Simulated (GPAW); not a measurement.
# Ge (I4_1/amd) in GPAW: single point with r2SCAN

Aim: the single point of Ge with r2SCAN.

All numbers are computed with GPAW 26.7.0; they aren't measurements. Logs are shortened: lines on timing, memory, paths and dates and some standing lists are left out, and cuts for length are marked. The log counts tension as positive stress, the text compression.

## Step 1: The crystal as given

The structure is tetragonal, space group I4_1/amd (No. 141). The conventional cell has a = 5.149 Å, b = 5.149 Å, c = 2.795 Å, α = 90.00°, β = 90.00°, γ = 90.00°. Around Ge (site symmetry -4m2) lie 6 Ge at 2.67 to 2.79 Å.

This isn't the form of Ge at room conditions, which is diamond.

## Step 2: Single point, r2SCAN

Input file run.py:

```python
import spglib
from ase import Atoms
from ase.dft.bandgap import bandgap
from ase.io import read, write
from ase.units import GPa
from gpaw import GPAW, PW

atoms = read('Ge.cif')
cell, positions, numbers = spglib.find_primitive(
    (atoms.cell[:], atoms.get_scaled_positions(), atoms.numbers), symprec=1e-4)
atoms = Atoms(numbers, cell=cell, scaled_positions=positions, pbc=True)

calc = GPAW(mode=PW(500),
            xc='MGGA_X_R2SCAN+MGGA_C_R2SCAN',
            kpts={'size': (9, 9, 9), 'gamma': True},
            occupations={'name': 'fermi-dirac', 'width': 0.05},
            nbands=11,
            maxiter=120,
            txt='gpaw.txt')
atoms.calc = calc
energy = atoms.get_potential_energy()
forces = atoms.get_forces()
stress = atoms.get_stress()
calc.write('gs.gpw')
write('result.traj', atoms)
print(f'Energy: {energy:.6f} eV')
print('Forces (eV/A):')
print(forces.round(4))
print('Stress (GPa):', (stress / GPa).round(3))
print('Fermi level:', round(calc.get_fermi_level(), 4), 'eV')
print(f'Gap: {bandgap(calc)[0]:.4f} eV, direct: {bandgap(calc, direct=True)[0]:.4f} eV')
```

Input file Ge.cif:

```cif
data_Ge
_cell_length_a 5.14897944
_cell_length_b 5.14897944
_cell_length_c 2.79482529
_cell_angle_alpha 90.00000000
_cell_angle_beta 90.00000000
_cell_angle_gamma 90.00000000
_space_group_name_H-M_alt 'I4_1/amd'
_space_group_name_Hall 'I 4bw 2bw -1bw'
_space_group_IT_number 141
loop_
_space_group_symop_operation_xyz
'x,y,z'
'-y,x+1/2,z+1/4'
'-x+1/2,-y+1/2,z+1/2'
'y+1/2,-x,z+3/4'
'x,-y+1/2,-z+1/4'
'-y,-x,-z'
'-x+1/2,y,-z+3/4'
'y+1/2,x+1/2,-z+1/2'
'-x,-y+1/2,-z+1/4'
'y,-x,-z'
'x+1/2,y,-z+3/4'
'-y+1/2,x+1/2,-z+1/2'
'-x,y,z'
'y,x+1/2,z+1/4'
'x+1/2,-y+1/2,z+1/2'
'-y+1/2,-x,z+3/4'
'x+1/2,y+1/2,z+1/2'
'-y+1/2,x,z+3/4'
'-x,-y,z'
'y,-x+1/2,z+1/4'
'x+1/2,-y,-z+3/4'
'-y+1/2,-x+1/2,-z+1/2'
'-x,y+1/2,-z+1/4'
'y,x,-z'
'-x+1/2,-y,-z+3/4'
'y+1/2,-x+1/2,-z+1/2'
'x,y+1/2,-z+1/4'
'-y,x,-z'
'-x+1/2,y+1/2,z+1/2'
'y+1/2,x,z+3/4'
'x,-y,z'
'-y,-x+1/2,z+1/4'
loop_
_atom_site_label
_atom_site_type_symbol
_atom_site_symmetry_multiplicity
_atom_site_Wyckoff_symbol
_atom_site_fract_x
_atom_site_fract_y
_atom_site_fract_z
_atom_site_occupancy
Ge1 Ge 4 b 0.0000000000 0.0000000000 0.5000000000 1
```

Potentials or basis: GPAW PAW data sets (gpaw-data 1.2.1), pw.

On the command line:

```sh
$ OMP_NUM_THREADS=1 python run.py
```

gpaw.txt:

```text
__  _  _
 | _ |_)|_||  |
 |__||  | ||/\| - 26.7.0

Input parameters:
  mode=PW(ecut=500.0),
  kpts=MonkhorstPack(size=(9, 9, 9), gamma=True),
  maxiter=120,
  nbands=11,
  occupations=Occupations(name='fermi-dirac', width=0.05),
  xc=XC(name='MGGA_X_R2SCAN+MGGA_C_R2SCAN')

Diagonalizing LCAO Hamiltonian
Converting LCAO to pw mode

       Ge    Ge

Atoms  # Å, Bohr magnetons
|   | symbol |        x |        y |        z |    initial magnetic moments |
|---|--------|----------|----------|----------|-----------------------------|
| 0 |     Ge | 0.000000 | 0.000000 | 1.397413 | ( 0.0000,  0.0000,  0.0000) |
| 1 |     Ge | 2.574490 | 0.000000 | 0.698706 | ( 0.0000,  0.0000,  0.0000) |

Unit cell  # Å
| periodic |         x |         y |         z |  lengths |     angles |
|----------|-----------|-----------|-----------|----------|------------|
|      yes | -2.574490 |  2.574490 |  1.397413 | 3.899841 |  97.376984 |
|      yes |  2.574490 | -2.574490 |  1.397413 | 3.899841 |  97.376984 |
|      yes |  2.574490 |  2.574490 | -1.397413 | 3.899841 | 138.005201 |

Number of symmetries: 8
Symmetry operations  # r_c * U_cc + t_c -> r_c
|   | kind |            matrix            |
|---|------|------------------------------|
| 0 |  σ   |  1, 1, 1,  0, 0,-1,  0,-1, 0 |
| 1 |  E   |  1, 0, 0,  0, 1, 0,  0, 0, 1 |
| 2 |  C2  |  0, 1, 0,  1, 0, 0, -1,-1,-1 |
| 3 |  S4  |  0, 0, 1, -1,-1,-1,  0, 1, 0 |
| 4 |  σ   |  0, 0,-1,  1, 1, 1, -1, 0, 0 |
| 5 |  C2  |  0,-1, 0, -1, 0, 0,  0, 0,-1 |
| 6 |  C2  | -1, 0, 0,  0,-1, 0,  1, 1, 1 |
| 7 |  S4  | -1,-1,-1,  0, 0, 1,  1, 0, 0 |

BZ-sampling:
  Number of BZ points: 729
  Number of IBZ points: 75

  Monkhorst-Pack size: [9, 9, 9]
  Monkhorst-Pack shift: [0, 0, 0]

K-points  # in reciprocal-cell coordinates
|     |                                coordinates |     weight |
|-----|--------------------------------------------|------------|
|   0 | (  0.00000000,   0.00000000,   0.00000000) | 0.00137174 |
|   1 | (  0.11111111,  -0.11111111,   0.00000000) | 0.00548697 |
|   2 | (  0.11111111,  -0.11111111,   0.11111111) | 0.00548697 |
|   3 | (  0.11111111,   0.00000000,   0.00000000) | 0.01097394 |
|   4 | (  0.11111111,   0.11111111,  -0.11111111) | 0.00274348 |
|   5 | (  0.22222222,  -0.22222222,   0.00000000) | 0.00548697 |
|   6 | (  0.22222222,  -0.22222222,   0.11111111) | 0.01097394 |
|   7 | (  0.22222222,  -0.22222222,   0.22222222) | 0.00548697 |
|   8 | (  0.22222222,  -0.11111111,   0.00000000) | 0.02194787 |
|   9 | (  0.22222222,  -0.11111111,   0.11111111) | 0.01097394 |
| ... |                                            |            |
|  74 | (  0.44444444,   0.44444444,   0.44444444) | 0.01097394 |

Plane wave coefficients: 955
Cutoff: 500.0 eV

Spin-components: 1 (collinear spins)
Bands:           11
Projectors:      10
Spin-degeneracy: 2
Datatype:        complex128

Parallelization:
  kpt:    1
  domain: 1
  band:   1

Density:
  Valence electrons: 8.0
  Components: 1
  Grid points: [21 21 21]
  Charge: 0.0  # |e|

Potential:
  Grid points: [21 21 21]

species:
  Ge:
    name:    Germanium
    Z:       32.0
    valence: 4
    core:    28
    charge:  0.0  # [|e|]
    compensation charges:
      type: gauss
      rc: 0.32  # [Å]
      lmax: 2
    cutoffs:
      filter: 1.77  # [Å]
      core: 3.42  # [Å]
    projectors
    | kind |    occ | energy [eV] | rcut [Å] |
    |------|--------|-------------|----------|
    |   4s |  2.000 |     -11.726 |    1.005 |
    |   4p |  2.000 |      -3.896 |    1.005 |
    |    s |        |      15.485 |    1.005 |
    |    p |        |      23.315 |    1.005 |
    |    d |        |       0.000 |    1.005 |

    Using partial waves for Ge as LCAO basis

Reference energy: -114195.275705  # eV

eigensolver:
  PPCG
  Converge bands: occupied
  niter=2

density mixing:
  MSR1-Mixer
  Pratt-step length: 0.05
  Maximum mixing coefficient: 0.75
  Old densities: 10
  SVD Regularization: 0.005
  Good broyden scale: 1.0
  Trust region scale: 1.0
  Backstep threshold: 4.0
  History deletion threshold: 6.0
  Fourier metric: weight=20.0, sigma=0.015

occupation numbers:
  Fermi-Dirac:
    width: 0.0500  # eV

poisson solver:
  ecut: 4000.0  # eV

xc functional:
  name: MGGA_X_R2SCAN+MGGA_C_R2SCAN with 2 nearest neighbor stencil

convergence criteria:
- Maximum [total energy] change in last 3 cyles: 0.0005 eV / valence electron
- Maximum integral of absolute [dens]ity change: 0.0001 electrons / valence electron
- Maximum integral of absolute [eigenst]ate change: 4e-08 eV^2 / valence electron
maximum number of iterations: 120

SCF iterations
|iter     | |      energy | eigst |  dens |
|---------|-|-------------|-------|-------|
|iter:   1| |  -25.010664 | -0.67 |       |
|iter:   2| |  -24.197570 | -2.32 | -1.20 |
|iter:   3| |-3481.151504 | +3.16 | -1.17 |
|iter:   4| |  -22.891358 | +2.04 | +1.17 |
|iter:   5| |  -24.260286 | -0.73 | -1.34 |
|iter:   6| |  -24.259745 | -2.95 | -1.72 |
|iter:   7| |  -24.259777c| -3.41 | -1.87 |
|iter:   8| |  -24.259773c| -5.70 | -2.66 |
|iter:   9| |  -24.259770c| -6.85 | -2.89 |
|iter:  10| |  -24.259769c| -7.45c| -3.15 |
|iter:  11| |  -24.259769c| -7.42c| -3.33 |
|iter:  12| |  -24.259769c| -7.75c| -3.59 |
|iter:  13| |  -24.259769c| -7.74c| -3.91 |
|iter:  14| |  -24.259769c| -7.89c| -4.23c|

Converged in 14 steps
Energy contributions relative to reference atoms: (reference = -114195.275705)

Energy contributions:
  Kinetic:          16.545435
  Coulomb:         -14.130539
  Zero:             -0.047761
  External:          0.000000
  Xc:              -26.624108
  Entropy:          -0.005590
  Spinorbit:         0.000000
  ----------------------------
  Free energy:     -24.262564
  Extrapolated:    -24.259769

dipole moment: (-3.289583, -13.516792, 4.561357)  # |e|*Ang

Fermi level: 7.901
Eigenvalues  # (at kpt = [0.000, 0.000, 0.000])
| band index |      eig [eV] | occ [0-2] |
|------------|---------------|-----------|
|          0 |        -6.057 |     2.000 |
|          1 |         3.732 |     2.000 |
|          2 |         5.341 |     2.000 |
|          3 |         5.342 |     2.000 |
|          4 |        11.620 |     0.000 |
|          5 |        15.874 |     0.000 |
|          6 |        15.874 |     0.000 |
|          7 |        16.440 |     0.000 |
|          8 |        16.674 |     0.000 |
|          9 |        19.781 |     0.000 |
|         10 |        20.684 |     0.000 |

No gap
No difference between direct/indirect transitions

Forces  # eV/Ang
|        x |       y |       z |
|----------|---------|---------|
| -0.00000 | 0.00000 | 0.00000 |  # Ge   0
|  0.00000 | 0.00000 | 0.00000 |  # Ge   1

Stress tensor  # eV/Ang^3
|         x |         y |         z |
|-----------|-----------|-----------|
| -0.000402 |  0.000000 | -0.000000 |
|  0.000000 | -0.000402 |  0.000000 |
| -0.000000 |  0.000000 | -0.002484 |

# Writing to gs.gpw (mode='')
```

stdout:

```text
Energy: -24.259769 eV
Forces (eV/A):
[[-0.  0.  0.]
 [ 0.  0.  0.]]
Stress (GPa): [-0.064 -0.064 -0.398  0.    -0.     0.   ]
Fermi level: 7.9011 eV
Gap: 0.0000 eV, direct: 0.0000 eV
```

Wall time 74 s (1 thread of Arm Neoverse V2, shared host); peak memory 0.19 GiB.

What came out:

| Quantity | Value |
| --- | --- |
| Free energy | -24.2626 eV |
| Pressure | 0.2 GPa |
| Band gap on the k mesh | none (metal or under the smearing width) |

Stress tensor (GPa, compression positive):
```
0.06 0.00 0.00
0.00 0.06 0.00
0.00 0.00 0.40
```

Caveat: the cutoff is short for stress and forces, so pressures can be off by a GPa or more; the PAW data sets were made with another functional, which shifts forces and pressure a little.
